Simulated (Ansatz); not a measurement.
# FeO (Wuestite) (R-3m) in Ansatz: notebook

The runs below take FeO (Wuestite) through band structure, with PBEsol.

Everything below comes from runs of Ansatz 0.2.0. Logs are shortened: lines on timing, memory, paths and dates and some standing lists are left out, and cuts for length are marked.

## 1. The undisturbed crystal

Symmetry: R-3m, No. 166, trigonal system. The conventional cell has a = 3.038 Å, b = 3.038 Å, c = 7.559 Å, α = 90.00°, β = 90.00°, γ = 120.00°. Fe (site symmetry -3m) has 6 O at 2.16 Å as nearest neighbours. Around O (site symmetry -3m) lie 6 Fe at 2.16 Å.

## 2. Band structure, PBEsol, collinear spin, ferromagnetic start, 9.66 Å³/atom (strain_z = -0.04)

Contents of input.yaml:

```yaml
crystal:
  lattice:
    - [1.5188209023, 0.8768916568, 2.4187941932]
    - [-1.5188209023, 0.8768916568, 2.4187941932]
    - [0.0, -1.7537833136, 2.4187941932]
  atoms:
    - { symbol: Fe, position: [0.0, 0.0, 0.0], spin: 3.0 }
    - { symbol: O, position: [0.5, 0.5, 0.5] }
kpoints:
  mp_grid: { grid: [11, 11, 11] }
  band_path:
    path:
      - [0.0, 0.0, 0.0]
      - [0.5, 0.0, 0.0]
      - [0.5, 0.2542865725, -0.2542865725]
    npoints: 10
scf:
  occupations: { method: fermi_dirac, width: 0.05 }
hamiltonian:
  xc: pbesol
  pseudopotentials: { kind: all_electron, lapw: { basis_error: 0.001 } }
magnetization:
  spin_polarized: true
output:
  forces: true
  stress: true
  eigenvalues: true
```

Potentials or basis: all-electron LAPW, scalar-relativistic.

Run with:

```sh
$ ansatz run input.yaml --threads 2 --pin off --max-ram 6144MiB --backend cpu --events-out ev --progress --plain --runs-dir out
```

The log of the run:

```text
Warning: RAYON_NUM_THREADS=2 ignored (pool sized by the plan → 2); use --threads N
LAPW: plane waves up to 9.695 Å⁻¹, error target 1.0e-3 eV per atom; small_component_spin mean_spin; O in spheres of 0.969 Å, 8 of its electrons in bands, Dirac shells []; Fe in spheres of 1.162 Å, 16 of its electrons in bands, Dirac shells [] (how accurate: hamiltonian.pseudopotentials.lapw.basis_error, Limitations)
Engine: ansatz 0.2.0, x86_64-unknown-linux-gnu
Pseudopotentials: kind: all_electron
Pseudopotential: Fe, LAPW, valence charge 16, lapw/all_electron/scalar/gaussian/Fe, Koelling and Harmon's equation, gaussian nucleus
Pseudopotential: O, LAPW, valence charge 8, lapw/all_electron/scalar/gaussian/O, Koelling and Harmon's equation, gaussian nucleus
Functional definition: PBEsol
  exchange = pbesol_x
  correlation = pbesol_c
Crystal: 2 atoms, lattice volume = 19.329 Å³
Basis set: ecut = 358.08137190793786 eV, 301 PW (Γ), exchange–correlation at level 2
Bands: 18, of which v1, the nominal top of the filled ones, is band 12 counted from 1 (11 counted from 0)
Symmetry: 12 space group operations
Space group: R-3m (ITA 166), of the structure as read, at distance tolerance 2.7e-5 Å
Magnetic group: BNS 166.97 (UNI 1327), of the structure as read, at distance tolerance 2.7e-5 Å
k-points: 146 of 1331
Non-local potential: Fe, projectors of the file, none
Non-local potential: O, projectors of the file, none
Initial density: superposition of atomic densities (chi_scale 0.1, normalization cell, long waves kept (reshape's long-wave potential 0.00 eV rms))
Starting moments: Σ|m| = 3 μB on 1 of 2 sites
Initial wavefunctions: plane waves of lowest kinetic energy (no species holds an atomic orbital)
Functional: x = pbesol(κ = 0.804, μ = 0.12345679012345678), c = pbesol(β = 0.046)
iter 1 solved again at ethr=6.76e-3 eV; its pass at ethr=1.00e-1 eV (dr2=1.62e0 eV) is discarded
SCF iter   1: F=—  HF=-36644.430451 eV  |F-HF|=—  |Δ(HF+E_count)|=         —  Δρ=6.33e-2 (↑5.60e-2 ↓6.33e-2)  dr2=1.62e0  dr2_m=2.96e-1  M=4.001 μB ∫|m|=4.002 μB  β_m=0.30  ethr=6.76e-3  ⟨swp⟩=2.0  Hψ=34214  notcnv=0
Mixer restart at iter 1: flushing history
preconditioner: auto → none  [metal: Δε(μ)=0.001 eV  Ē_g=14.310 eV  σ=0.050 eV  W_gap=0.01  n_scr=8 (ndim 8)  ℏωp=31.6 eV  f_vac=0.000  D(μ)=1.24/eV (n_scr^D=14)  sad-step TF]
SCF iter   2: F=—  HF=-36643.570787 eV  |F-HF|=—  |Δ(HF+E_count)|=   8.60e-1  Δρ=3.49e-2 (↑3.49e-2 ↓3.37e-2)  dr2=3.85e-1  dr2_m=1.33e-1  M=4.000 μB ∫|m|=4.001 μB  β_m=0.48  ethr=6.75e-3  ⟨swp⟩=2.0  Hψ=15477  notcnv=0
SCF iter   3: F=—  HF=-36643.515014 eV  |F-HF|=—  |Δ(HF+E_count)|=   5.58e-2  Δρ=1.88e-2 (↑1.74e-2 ↓1.88e-2)  dr2=2.38e-1  dr2_m=1.37e-2  M=4.001 μB ∫|m|=4.005 μB  β_m=0.49  ethr=1.61e-3  ⟨swp⟩=2.0  Hψ=15749  notcnv=0
iter 4 solved again at ethr=9.40e-6 eV; its pass at ethr=9.93e-4 eV (dr2=2.26e-3 eV) is discarded
SCF iter   4: F=—  HF=-36643.431495 eV  |F-HF|=—  |Δ(HF+E_count)|=         —  Δρ=3.77e-3 (↑3.77e-3 ↓3.73e-3)  dr2=2.25e-3  dr2_m=1.57e-3  M=3.999 μB ∫|m|=4.006 μB  β_m=0.49  ethr=9.40e-6  ⟨swp⟩=2.0  Hψ=25679  notcnv=0
Mixer restart at iter 4: flushing history
the basis was enlarged: its passes take 805.5 KiB over the memory plan, 2 of 2 planned eigensolver slots
SCF iter   5: F=—  HF=-36643.433317 eV  |F-HF|=—  |Δ(HF+E_count)|=   1.82e-3  Δρ=3.15e-3 (↑3.15e-3 ↓1.26e-3)  dr2=4.34e-3  dr2_m=2.69e-4  M=4.000 μB ∫|m|=4.008 μB  β_m=0.48  ethr=9.39e-6  ⟨swp⟩=3.0  Hψ=16801  notcnv=0
SCF iter   6: F=—  HF=-36643.431028 eV  |F-HF|=—  |Δ(HF+E_count)|=   2.29e-3  Δρ=1.36e-3 (↑1.36e-3 ↓1.25e-3)  dr2=1.76e-4  dr2_m=2.34e-4  M=4.000 μB ∫|m|=4.008 μB  β_m=0.58  ethr=9.39e-6  ⟨swp⟩=2.5  Hψ=14385  notcnv=0
SCF iter   7: F=—  HF=-36643.431590 eV  |F-HF|=—  |Δ(HF+E_count)|=   5.62e-4  Δρ=2.88e-4 (↑1.81e-4 ↓2.88e-4)  dr2=4.03e-6  dr2_m=9.49e-6  M=4.000 μB ∫|m|=4.009 μB  β_m=0.79  ethr=7.33e-7  ⟨swp⟩=2.7  Hψ=15030  notcnv=0
SCF iter   8: F=—  HF=-36643.431606 eV  |F-HF|=—  |Δ(HF+E_count)|=   1.56e-5  Δρ=3.39e-5 (↑1.57e-5 ↓3.39e-5)  dr2=3.23e-7  dr2_m=1.94e-8  M=4.000 μB ∫|m|=4.009 μB  β_m=0.68  ethr=1.68e-8  ⟨swp⟩=3.0  Hψ=15681  notcnv=0
SCF iter   9: F=—  HF=-36643.431604 eV  |F-HF|=—  |Δ(HF+E_count)|=   1.94e-6  Δρ=1.95e-5 (↑1.03e-5 ↓1.95e-5)  dr2=1.49e-7  dr2_m=6.18e-9  M=4.000 μB ∫|m|=4.009 μB  β_m=0.62  ethr=1.35e-9  ⟨swp⟩=3.0  Hψ=15415  notcnv=0
SCF iter  10: F=—  HF=-36643.431604 eV  |F-HF|=—  |Δ(HF+E_count)|=   8.35e-8  Δρ=3.97e-6 (↑2.36e-6 ↓3.97e-6)  dr2=4.16e-9  dr2_m=7.61e-10  M=4.000 μB ∫|m|=4.009 μB  β_m=0.81  ethr=6.22e-10  ⟨swp⟩=2.2  Hψ=14281  notcnv=0
SCF iter  11: F=-36643.431604 eV  HF=-36643.431604 eV  |F-HF|=5.82e-11  |Δ(HF+E_count)|=   1.69e-8  Δρ=5.02e-7 (↑1.76e-7 ↓5.02e-7)  dr2=2.22e-11  dr2_m=1.63e-11  M=4.000 μB ∫|m|=4.009 μB  ethr=1.73e-11  ⟨swp⟩=3.0  Hψ=14916  notcnv=0
SCF 1 converged in 11 iterations: F = -36643.431604 eV  dr2 = 2.22e-11
NSCF: frozen V_eff on 21 k-points
SCF converged after 11 iterations
Magnetization: 3.9996 μB (13.9998 up, 10.0002 down)
Absolute magnetization: 4.0092 μB (∫|ρ↑−ρ↓|)
Spin contamination: 0.0110 ħ² per cell (⟨S²⟩ above its minimum at these occupations)
Per-site moments (μB) at R_I (Å): [(3.6037586815762417, 1.1615992333606473), (0.3326021396663945, 0.9687521726401457)]
Free energy (F): -36643.431604 eV
Harris-Foulkes:  -36643.431604 eV  (|F-HF|=5.82e-11)
Internal energy: -36643.420884 eV  (E = F + TS)
E sigma→0 (E₀):  -36643.426244 eV
Entropy (-TS):   -0.010720 eV (-5.360 meV/atom)
Fermi energy:    15.267320 eV
--- Per-component energies (eV) ---
  E_band       = -1232.882501
  E_kinetic    = 37110.935000
  E_xc         = -1717.262658
  E_electrostatic = -72037.093225  (all electrons and nuclei)
  E_smearing   = -0.010720  (= −TS)
  E_closure    = 0.000000  (closes the sum)
  E_atoms      = -36626.719027  (free atoms, spherical and without spin; not in F)
  Σ components = -36643.431604   (vs F -36643.431604, Δ=0.00e0)
  Basis errors (estimates in eV, not in F): energy 3.6e-4 per atom: plane waves 3.2e-4 (1.8e-4 summed), levels above the bands 1.7e-131, relativity 3.0e-8, radial functions 3.7e-5, core shells 3.3e-8; eigenvalues (radial functions only) 5.3e-6; not estimated: angular momenta, meshes, grids; target (lapw.basis_error) 1.0e-3; muffin-tin radii O 0.969 Å, Fe 1.162 Å
--- Forces (eV/Å), atoms counted from 1 ---
  atom   1  Fe    -0.00000000     0.00000000    -0.00000000
  atom   2  O      0.00000000     0.00000000     0.00000000
  max |Σ_I F_I| component: 7.36e-30 eV/Å
--- Stress (GPa, compression-positive) ---
       -2.625482       0.000000       0.000000
        0.000000      -2.625482       0.000000
        0.000000       0.000000      -1.102325
  P = ⅓ Tr σ = -2.1178 GPa (-21.178 kbar)
--- Band table (eV; the first three rows and the last of 292) ---
  k-point 0 ↑: bands = ["-490.3177", "-74.3076", "-40.4768", "-40.4768", "-40.4546", "-5.7716", "11.1838", "11.1838", "11.3109", "11.3109", "11.3426", "11.4247", "11.5983", "11.5983", "15.3968", "30.3753", "32.1350", "32.1350"]
  k-point 1 ↑: bands = ["-490.3177", "-74.3071", "-40.4812", "-40.4773", "-40.4559", "-5.6834", "10.2922", "10.4396", "10.5629", "11.4199", "11.4861", "11.7097", "12.3407", "12.3868", "15.9741", "29.0879", "31.9058", "32.4640"]
  k-point 2 ↑: bands = ["-490.3177", "-74.3057", "-40.4936", "-40.4788", "-40.4586", "-5.4375", "8.9922", "9.6539", "9.7867", "11.5904", "11.6636", "11.9582", "13.2507", "13.2727", "17.1669", "27.1134", "30.9741", "31.4360"]
  k-point 145 ↓: bands = ["-490.0192", "-70.1879", "-36.5302", "-36.4628", "-36.4596", "-3.8210", "7.0689", "9.6329", "9.7422", "15.6620", "15.7365", "15.9287", "17.8125", "18.1751", "20.2618", "25.2848", "27.7258", "28.5802"]
```

It took 23 s on 2 threads of AMD EPYC 7R13 (Zen 3), shared host; peak memory 0.68 GiB.

What came out:

* Free energy: -36643.4316 eV
* Pressure: -2.1 GPa
* Band gap along the path: none (metal or under the smearing width)
* Net moment: 4.00 μB per cell
* Absolute moment: 4.01 μB per cell
* Site moments: Fe +3.60; O +0.33 μB

Caveat: a cell with one magnetic atom can't hold antiferromagnetic order, which such compounds often take; semilocal functionals often make such compounds metallic where correlation or magnetic order opens a gap, which also shifts bond lengths.

## 3. Band structure, PBEsol, collinear spin, ferromagnetic start, 9.87 Å³/atom (strain_z = -0.02)

input.yaml: that of step 2 with these lines changed.

```diff
@@ -2,5 +2,5 @@
   lattice:
-    - [1.5188209023, 0.8768916568, 2.4187941932]
-    - [-1.5188209023, 0.8768916568, 2.4187941932]
-    - [0.0, -1.7537833136, 2.4187941932]
+    - [1.5188209023, 0.8768916568, 2.4691857389]
+    - [-1.5188209023, 0.8768916568, 2.4691857389]
+    - [0.0, -1.7537833136, 2.4691857389]
   atoms:
@@ -14,3 +14,3 @@
       - [0.5, 0.0, 0.0]
-      - [0.5, 0.2542865725, -0.2542865725]
+      - [0.5, 0.2507467429, -0.2507467429]
     npoints: 10
```

Potentials or basis: all-electron LAPW, scalar-relativistic.

Run with:

```sh
$ ansatz run input.yaml --threads 2 --pin off --max-ram 6144MiB --backend cpu --events-out ev --progress --plain --runs-dir out
```

Wall time 24 s (2 threads of AMD EPYC 7R13 (Zen 3), shared host); peak memory 0.67 GiB.

Results (log left out):

| Property | Result |
| --- | --- |
| Free energy | -36643.4228 eV |
| Pressure | -6.0 GPa |
| Band gap along the path | none (metal or under the smearing width) |
| Net moment | 4.00 μB per cell |
| Absolute moment | 4.01 μB per cell |
| Site moments | Fe +3.61; O +0.33 μB |

Caveat: a cell with one magnetic atom can't hold antiferromagnetic order, which such compounds often take; semilocal functionals often make such compounds metallic where correlation or magnetic order opens a gap, which also shifts bond lengths.
